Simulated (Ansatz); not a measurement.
Base system: InN in the wurtzite structure (space group P6_3mc, No. 186; a = 3.581 Å, c = 5.788 Å).

Method: PBE in Ansatz (plane waves to 420 eV, PAW, no spin-orbit coupling), earlier PAW set.

Base values:

The volume per atom is 16.07 Å³. The c/a ratio comes out as 1.616.

Perturbation: a hydrostatic pressure of 18 GPa.

What does the calculation give for the volume per atom after the change?

The volume per atom drops by 1.724 Å³, from 16.07 Å³ to 14.34 Å³.

Predict the new c/a ratio.

The c/a ratio falls by 0.0066 to 1.610.

Load acts through the strain it causes; cell and atoms are relaxed under it. Stability against distortions was not tested. Tetrahedral semiconductors of this kind turn to denser phases somewhere between about 1 and 50 GPa; those were not computed, so compressed cells here can lie past the real transition. All final runs are without spin polarisation.

Ansatz is a program for electronic structure.
